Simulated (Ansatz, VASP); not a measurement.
Two plane-wave programs on Ag

The input INCAR:

```
SYSTEM = Ag
  ALGO = Normal
  EDIFF = 1E-8
  ENCUT = 520
  GGA = PE
  GGA_COMPAT = .False.
  ISIF = 2
  ISMEAR = -1
  LASPH = .True.
  LCHARG = .False.
  LEFG = .True.
  LMAXMIX = 4
  LNONCOLLINEAR = .True.
  LORBIT = 11
  LORBMOM = .True.
  LREAL = .False.
  LSORBIT = .True.
  LWAVE = .False.
  MAGMOM = 0 0 0
  NBANDS = 22
  NELM = 150
  PREC = Accurate
  SIGMA = 0.03
```

The input KPOINTS:

```
k-points
0
Gamma
  15 15 15
  0 0 0
```

POSCAR

```
Ag
1.0
    0.0000000000      2.0431000000      2.0431000000
    2.0431000000      0.0000000000      2.0431000000
    2.0431000000      2.0431000000      0.0000000000
Ag
1
Direct
    0.0000000000      0.0000000000      0.0000000000
```

Input for Ansatz:

```yaml
crystal:
  lattice:
    - [0.0, 2.0431, 2.0431]
    - [2.0431, 0.0, 2.0431]
    - [2.0431, 2.0431, 0.0]
  atoms:
    - { symbol: Ag, position: [0.0, 0.0, 0.0] }
kpoints:
  mp_grid: { grid: [15, 15, 15] }
  band_path:
    path:
      - [0.0, 0.0, 0.0]
      - [0.5, 0.0, 0.5]
      - [0.625, 0.25, 0.625]
      - [0.375, 0.375, 0.75]
      - [0.0, 0.0, 0.0]
      - [0.5, 0.5, 0.5]
      - [0.5, 0.25, 0.75]
      - [0.5, 0.0, 0.5]
    npoints: 5
scf:
  occupations: { method: fermi_dirac, width: 0.03 }
hamiltonian:
  xc: pbe
  pseudopotentials: { kind: paw_fr }
output:
  forces: true
  stress: true
  eigenvalues: true
  efg: { contact_densities: true }
magnetization:
  noncollinear: true
  spin_orbit: true
```

Alike in both runs: task electric field gradients; functional PBE; k mesh 15 × 15 × 15; occupations fermi-dirac, width 0.03 eV; non-collinear spin, spin-orbit coupling.

|  | VASP | Ansatz |
| --- | --- | --- |
| version | VASP 6.6.1 | Ansatz 0.2.0 |
| potentials or method | VASP PAW PBE potentials, release 64 (Ag) | PAW with Ansatz's default frozen-core files, fully relativistic files with spin-orbit coupling |
| plane-wave cutoff (eV) | 520 | 420 |
| valence electrons in the cell | 11 | 19 |

VASP gave:

```
pressure (GPa)                                                 : 4.3
net moment per atom (μB)                                       : 0.00
Vzz of the field gradient on the site that differs most (V/Å²) : 0.0
```

Problem. What did Ansatz give for the same quantities?

Solution. Pressure (GPa): 4.4; net moment per atom (μB): 0.00; Vzz of the field gradient on the site that differs most (V/Å²): 0.0.

With one functional, cell and mesh, what is left measures potentials, basis and numerics. The two sets of potentials don't hold the same shells in valence.
